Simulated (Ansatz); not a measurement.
# Ru (P6_3/mmc) in Ansatz: equation of state

Aim: energy against volume of Ru in PBE, for its equilibrium volume and stiffness.

All numbers are computed with Ansatz 0.2.0; they aren't measurements. Logs are shortened: lines on timing, memory, paths and dates and some standing lists are left out, and cuts for length are marked.

## (1) Starting point

The structure is hexagonal, space group P6_3/mmc (No. 194). Conventional cell: a = 2.706 Å, b = 2.706 Å, c = 4.282 Å, α = 90.00°, β = 90.00°, γ = 120.00°. Around Ru (site symmetry -6m2) lie 12 Ru at 2.65 to 2.71 Å.

## (2) Single point, PBE, 12.76 Å³/atom (volume scaled by 0.94)

The input, input.yaml:

```yaml
crystal:
  lattice:
    - [2.650564093, 0.0, 0.0]
    - [-1.3252820465, 2.2954558389, 0.0]
    - [0.0, 0.0, 4.1944897589]
  atoms:
    - { symbol: Ru, position: [0.6666666667, 0.3333333333, 0.75] }
    - { symbol: Ru, position: [0.3333333333, 0.6666666667, 0.25] }
hamiltonian:
  xc: pbe
  pseudopotentials: { kind: paw }
kpoints:
  mp_grid: { grid: [11, 11, 6] }
scf:
  occupations: { method: fermi_dirac, width: 0.05 }
output:
  forces: true
  stress: true
  eigenvalues: true
```

Potentials or basis: Ansatz PAW.

Run with:

```sh
$ ansatz run input.yaml --threads 2 --pin off --max-ram 5120MiB --backend cpu --events-out ev --progress --plain --runs-dir out
```

The log of the run:

```text
Warning: RAYON_NUM_THREADS=2 ignored (pool sized by the plan → 2); use --threads N
Engine: ansatz 0.2.0, aarch64-unknown-linux-gnu
Pseudopotentials: kind: paw
Pseudopotential: Ru, paw, valence charge 16, recommended cutoff 420 eV (normal), Ru.paw.azcp
Functional definition: PBE
  parameter kappa = 0.804
  parameter beta = 0.06672455060314922
  exchange = pbe_x(kappa = kappa, mu = beta*pi^2/3)
  correlation = pbe_c(beta = beta)
Crystal: 2 atoms, lattice volume = 25.520 Å³
Basis set: ecut = 420 eV, 525 PW (Γ), exchange–correlation on 36×36×60 points (8 copies of the dense FFT grid, shifted against one another)
Bands: 20, of which v1, the nominal top of the filled ones, is band 16 counted from 1 (15 counted from 0)
Symmetry: 24 space group operations
Space group: P63/mmc (ITA 194), of the structure as read, at distance tolerance 2.9e-5 Å
k-points: 64 of 726
Non-local potential: Ru, projectors of the file, l = 0: 3, l = 1: 2, l = 2: 2, l = 3: 1
PAW form: soft (Blöchl's): semilocal exchange-correlation on the pseudo side does not see the compensation charge
PAW one-centre angular grid: Ru, 590 points (default); XC on 64 Gauss nodes
Initial density: superposition of atomic densities (neutral atoms: chi_scale 0, normalization atom), corrected by the library's trained network
Initial wavefunctions: pseudopotential atomic-orbital guess
Functional: x = pbe(κ = 0.804, μ = 0.2195149727645171), c = pbe(β = 0.06672455060314922)
SCF iter   1: F=—  HF=-11757.204419 eV  |F-HF|=—  |Δ(HF+E_count)|=         —  Δρ=6.95e-3  dr2=2.48e-3  ethr=1.77e-3  ⟨swp⟩=5.0  Hψ=5068  notcnv=0
preconditioner: auto → none  [metal: Δε(μ)=0.030 eV  Ē_g=6.317 eV  σ=0.050 eV  W_gap=0.15  n_scr=8 (ndim 8)  ℏωp=29.4 eV  f_vac=0.000  D(μ)=1.88/eV (n_scr^D=22)  sad-step TF]
SCF iter   2: F=—  HF=-11757.206364 eV  |F-HF|=—  |Δ(HF+E_count)|=   1.94e-3  Δρ=4.07e-3  dr2=8.79e-4  ethr=7.75e-6  ⟨swp⟩=2.0  Hψ=2800  notcnv=0
SCF iter   3: F=—  HF=-11757.207316 eV  |F-HF|=—  |Δ(HF+E_count)|=   9.52e-4  Δρ=3.07e-4  dr2=6.70e-6  ethr=2.75e-6  ⟨swp⟩=2.1  Hψ=1745  notcnv=0
SCF iter   4: F=—  HF=-11757.207289 eV  |F-HF|=—  |Δ(HF+E_count)|=   2.72e-5  Δρ=1.15e-4  dr2=8.32e-7  ethr=2.10e-8  ⟨swp⟩=2.0  Hψ=2311  notcnv=0
iter 5 did not close the SCF: its close was put off for the readings that it lacked (scf_convergence_deferred on its scf_iter line)
SCF iter   5: F=-11757.207289 eV  HF=-11757.207289 eV  |F-HF|=3.58e-8  |Δ(HF+E_count)|=   1.28e-7  Δρ=1.86e-5  dr2=5.72e-8  ethr=2.60e-9  ⟨swp⟩=2.0  Hψ=2060  notcnv=0
SCF iter   6: F=-11757.207289 eV  HF=-11757.207289 eV  |F-HF|=1.11e-10  |Δ(HF+E_count)|=   1.37e-8  Δρ=3.60e-6  dr2=8.61e-10  ethr=1.79e-10  ⟨swp⟩=2.1  Hψ=4655  notcnv=0
SCF 1 converged in 6 iterations: F = -11757.207289 eV  dr2 = 8.61e-10
SCF converged after 6 iterations
Free energy (F): -11757.207289 eV
Harris-Foulkes:  -11757.207289 eV  (|F-HF|=1.11e-10)
Internal energy: -11757.192029 eV  (E = F + TS)
E sigma→0 (E₀):  -11757.199659 eV
Entropy (-TS):   -0.015260 eV (-7.630 meV/atom)
Fermi energy:    25.296278 eV
--- Per-component energies (eV) ---
  E_band       = -53.048450
  E_kinetic    = 1034.695927
  E_local      = -2386.582910  (includes V_loc(G=0)·N_el)
  E_nonlocal   = 686.585419
  E_hartree    = 768.868499
  E_xc         = -383.474465
  E_vxc        = -481.693370  (∫ρ·V_xc dr)
  E_paw        = -6921.834382  (= ΣΔE_a)
  E_vpaw       = -443.790676  (= ΣTr[D̂ρ^β])
  E_aug_tail   = -0.000390  (compensation charges beyond the density's cutoff)
  E_ewald      = -4555.449726
  E_smearing   = -0.015260  (= −TS)
  E_closure    = 0.000000  (closes the sum)
  Σ components = -11757.207289   (vs F -11757.207289, Δ=0.00e0)
--- Forces (eV/Å), atoms counted from 1 ---
  atom   1  Ru    -0.00000000    -0.00000000     0.00000000
  atom   2  Ru     0.00000000     0.00000000     0.00000000
  max |Σ_I F_I| component: 0.00e0 eV/Å
--- Stress (GPa, compression-positive) ---
       28.003852      -0.000000       0.000000
       -0.000000      28.003852       0.000000
        0.000000       0.000000      29.458290
  P = ⅓ Tr σ = 28.4887 GPa (284.887 kbar)
--- Band table (eV; the first three rows and the last of 64) ---
  k-point 0: bands = ["-47.9044", "-47.6391", "-18.5150", "-17.3708", "-17.3708", "-17.1647", "-17.1647", "-17.1114", "17.0195", "18.6573", "22.5098", "22.5098", "22.7097", "23.2649", "23.2649", "23.8434", "23.8434", "26.6669", "26.6669", "26.7461"]
  k-point 1: bands = ["-47.8869", "-47.6573", "-18.4256", "-17.3571", "-17.3571", "-17.2105", "-17.1787", "-17.1787", "17.3462", "18.7739", "22.3462", "22.3462", "22.5477", "23.0725", "23.0725", "24.2741", "24.2741", "25.7584", "26.6808", "26.6808"]
  k-point 2: bands = ["-47.8391", "-47.7065", "-18.1782", "-17.4773", "-17.3197", "-17.3197", "-17.2167", "-17.2167", "18.1896", "19.0217", "22.2150", "22.2150", "22.2423", "22.6708", "22.6708", "23.8646", "25.1318", "25.1318", "26.5246", "26.5246"]
  k-point 63: bands = ["-47.6186", "-47.6186", "-18.2426", "-18.2426", "-17.8690", "-17.8690", "-17.3549", "-17.3549", "20.0472", "20.0472", "21.0177", "21.0177", "22.4275", "22.4275", "24.1567", "24.1567", "26.7798", "26.7798", "33.6758", "33.6758"]
```

Wall time 0.91 s (2 threads of Arm Neoverse V1, shared host); peak memory 0.29 GiB.

Results:

| Item | Value |
| --- | --- |
| Free energy | -11757.2073 eV |
| Pressure | 28.5 GPa |
| Band gap on the k mesh | none (metal or under the smearing width) |

## (3) Single point, PBE, 13.03 Å³/atom (volume scaled by 0.96)

input.yaml, as its differences from that of step 2:

```diff
@@ -2,5 +2,5 @@
   lattice:
-    - [2.650564093, 0.0, 0.0]
-    - [-1.3252820465, 2.2954558389, 0.0]
-    - [0.0, 0.0, 4.1944897589]
+    - [2.6692306523, 0.0, 0.0]
+    - [-1.3346153261, 2.3116215535, 0.0]
+    - [0.0, 0.0, 4.2240293924]
   atoms:
```

Potentials or basis: Ansatz PAW.

Run with:

```sh
$ ansatz run input.yaml --threads 2 --pin off --max-ram 5120MiB --backend cpu --events-out ev --progress --plain --runs-dir out
```

Run time: 0.91 s. Hardware: 2 threads of Arm Neoverse V1, shared host; peak memory 0.29 GiB.

The run converged. Its results:

```
Free energy            : -11757.2885 eV
Pressure               : 19.6 GPa
Band gap on the k mesh : none (metal or under the smearing width)
```

## (4) Single point, PBE, 13.30 Å³/atom (volume scaled by 0.98)

input.yaml, as its differences from that of step 3:

```diff
@@ -2,5 +2,5 @@
   lattice:
-    - [2.6692306523, 0.0, 0.0]
-    - [-1.3346153261, 2.3116215535, 0.0]
-    - [0.0, 0.0, 4.2240293924]
+    - [2.6876397213, 0.0, 0.0]
+    - [-1.3438198606, 2.3275642749, 0.0]
+    - [0.0, 0.0, 4.2531615502]
   atoms:
```

Run with:

```sh
$ ansatz run input.yaml --threads 2 --pin off --max-ram 5120MiB --backend cpu --events-out ev --progress --plain --runs-dir out
```

It took 0.94 s on 2 threads of Arm Neoverse V1, shared host; peak memory 0.29 GiB.

It converged, with:

```
Free energy            : -11757.3412 eV
Pressure               : 11.7 GPa
Band gap on the k mesh : none (metal or under the smearing width)
```

## (5) Single point, PBE, 13.57 Å³/atom

input.yaml, as its differences from that of step 4:

```diff
@@ -2,5 +2,5 @@
   lattice:
-    - [2.6876397213, 0.0, 0.0]
-    - [-1.3438198606, 2.3275642749, 0.0]
-    - [0.0, 0.0, 4.2531615502]
+    - [2.7058, 0.0, 0.0]
+    - [-1.3529, 2.3432915376, 0.0]
+    - [0.0, 0.0, 4.2819]
   atoms:
@@ -19 +19,5 @@
   eigenvalues: true
+  write_density: true
+  write_potential: true
+  elf: true
+  volumetric_format: npy
```

Run with:

```sh
$ ansatz run input.yaml --threads 2 --pin off --max-ram 5120MiB --backend cpu --events-out ev --progress --plain --runs-dir out
```

Wall time 1.2 s (2 threads of Arm Neoverse V1, shared host); peak memory 0.3 GiB.

The run converged. Its results:

```yaml
Free_energy: -11757.3685 eV
Pressure: 4.6 GPa
Band_gap_on_the_k_mesh: none (metal or under the smearing width)
```

## (6) Single point, PBE, 13.85 Å³/atom (volume scaled by 1.02)

input.yaml, as its differences from that of step 5:

```diff
@@ -2,5 +2,5 @@
   lattice:
-    - [2.7058, 0.0, 0.0]
-    - [-1.3529, 2.3432915376, 0.0]
-    - [0.0, 0.0, 4.2819]
+    - [2.7237197275, 0.0, 0.0]
+    - [-1.3618598638, 2.3588104769, 0.0]
+    - [0.0, 0.0, 4.3102577801]
   atoms:
@@ -19,5 +19 @@
   eigenvalues: true
-  write_density: true
-  write_potential: true
-  elf: true
-  volumetric_format: npy
```

Potentials or basis: Ansatz PAW.

Run with:

```sh
$ ansatz run input.yaml --threads 2 --pin off --max-ram 5120MiB --backend cpu --events-out ev --progress --plain --runs-dir out
```

It took 0.95 s on 2 threads of Arm Neoverse V1, shared host; peak memory 0.3 GiB.

Results (log left out):

```
Free energy            : -11757.3731 eV
Pressure               : -1.7 GPa
Band gap on the k mesh : none (metal or under the smearing width)
```

## (7) Single point, PBE, 14.12 Å³/atom (volume scaled by 1.04)

input.yaml, as its differences from that of step 6:

```diff
@@ -2,5 +2,5 @@
   lattice:
-    - [2.7237197275, 0.0, 0.0]
-    - [-1.3618598638, 2.3588104769, 0.0]
-    - [0.0, 0.0, 4.3102577801]
+    - [2.7414067149, 0.0, 0.0]
+    - [-1.3707033574, 2.3741278572, 0.0]
+    - [0.0, 0.0, 4.3382472512]
   atoms:
@@ -19 +19,5 @@
   eigenvalues: true
+  write_density: true
+  write_potential: true
+  elf: true
+  volumetric_format: npy
```

Run with:

```sh
$ ansatz run input.yaml --threads 2 --pin off --max-ram 5120MiB --backend cpu --events-out ev --progress --plain --runs-dir out
```

Wall time 1.3 s (2 threads of Arm Neoverse V1, shared host); peak memory 0.3 GiB.

It converged, with:

| Property | Result |
| --- | --- |
| Free energy | -11757.3576 eV |
| Pressure | -7.3 GPa |
| Band gap on the k mesh | none (metal or under the smearing width) |

## (8) Single point, PBE, 14.39 Å³/atom (volume scaled by 1.06)

input.yaml, as its differences from that of step 7:

```diff
@@ -2,5 +2,5 @@
   lattice:
-    - [2.7414067149, 0.0, 0.0]
-    - [-1.3707033574, 2.3741278572, 0.0]
-    - [0.0, 0.0, 4.3382472512]
+    - [2.7588683749, 0.0, 0.0]
+    - [-1.3794341875, 2.3892500984, 0.0]
+    - [0.0, 0.0, 4.3658801443]
   atoms:
```

Run with:

```sh
$ ansatz run input.yaml --threads 2 --pin off --max-ram 5120MiB --backend cpu --events-out ev --progress --plain --runs-dir out
```

Wall time 1.3 s (2 threads of Arm Neoverse V1, shared host); peak memory 0.3 GiB.

Results (log left out):

```
Free energy            : -11757.3240 eV
Pressure               : -12.3 GPa
Band gap on the k mesh : none (metal or under the smearing width)
```

## (9) Equation of state, PBE

Potentials or basis: Ansatz PAW.

No new run: the results of the series are fitted here.

Results:

```
Equilibrium volume                        : 13.77 Å³/atom
Bulk modulus at fixed shape and positions : 312 GPa
Pressure derivative of the bulk modulus   : 4.8
```

Energy against volume, from the lowest point:
```
volume (Å³/atom)  energy (meV/atom)
          12.760              82.90
          13.032              42.31
          13.303              15.96
          13.575               2.31
          13.846               0.00
          14.118               7.77
          14.389              24.54
```

Caveat: the cell was scaled at fixed shape and fractional positions, which overstates the stiffness of a crystal with free parameters, most of all of layers and chains.
